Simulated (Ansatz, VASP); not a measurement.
Two plane-wave programs on C

File INCAR:

```
ALGO = Normal
EDIFF = 1E-6
ENCUT = 520
GGA = PE
ISIF = 2
ISMEAR = 0
IVDW = 12
LASPH = T
LCHARG = T
LELF = T
LREAL = F
LVHAR = T
LWAVE = F
NBANDS = 11
NELM = 100
PREC = Accurate
SIGMA = 0.05
```

KPOINTS

```
k-points
0
Gamma
  15 15 15
```

File POSCAR:

```
C
1.0
    1.2118984948      0.6996899222      3.3048089804
   -1.2118984948      0.6996899222      3.3048089804
    0.0000000000     -1.3993798444      3.3048089804
C
2
Direct
    0.1703644086      0.1703644086      0.1703644086
    0.8296355914      0.8296355914      0.8296355914
```

Input for Ansatz:

```yaml
crystal:
  lattice:
    - [1.2118984948, 0.6996899222, 3.3048089804]
    - [-1.2118984948, 0.6996899222, 3.3048089804]
    - [0.0, -1.3993798444, 3.3048089804]
  atoms:
    - { symbol: C, position: [0.1703644086, 0.1703644086, 0.1703644086] }
    - { symbol: C, position: [0.8296355914, 0.8296355914, 0.8296355914] }
basis:
  ecutwfc: 520.0
kpoints:
  mp_grid: { grid: [15, 15, 15] }
hamiltonian:
  xc: pbe
  pseudopotentials: { kind: paw, azcp: { folder: soft_1 } }
  dispersion: d3bj
scf:
  occupations: { method: gaussian, width: 0.05 }
output:
  forces: true
  stress: true
  eigenvalues: true
```

Change from the starting cell: mode 4 frozen in at +0.038 Å, equal normal strain along x, y and z -0.0167.

Alike in both runs: task single point; functional PBE; dispersion D3(BJ); k mesh 15 × 15 × 15; occupations gaussian, width 0.05 eV; no spin polarisation.

|  | VASP | Ansatz |
| --- | --- | --- |
| version | VASP 6.6.1 | Ansatz 0.2.0 |
| potentials or method | VASP PAW PBE potentials, release 64 (C) | scalar-relativistic, plane waves, PAW |
| plane-wave cutoff (eV) | 520 | 520 |
| valence electrons in the cell | 8 | 8 |

Ansatz gave:

| Quantity | Value |
| --- | --- |
| gap on the k mesh at the Fermi level (eV) | 0.58 |
| least direct gap on the mesh (eV) | 0.58 |
| pressure (GPa) | 16.1 |
| largest component of the traceless stress (GPa) | 16.24 |
| rms of the force components (eV/Å) | 0.709 |

Q: Which values does VASP return?

A: gap on the k mesh at the Fermi level (eV): 0.58; least direct gap on the mesh (eV): 0.58; pressure (GPa): 16.6; largest component of the traceless stress (GPa): 16.82; rms of the force components (eV/Å): 0.706.

Atom by atom the forces differ by 0.002 eV/Å (rms over components).

Caveats: so large a pressure means that the cell lies far from this level's equilibrium, or that cutoff or potentials fall short (VASP); an odd mesh through Γ misses points on the zone boundary, where band edges often lie; forces of over 1 eV/Å show positions far from the minimum, so gaps and moduli don't describe the material at rest.
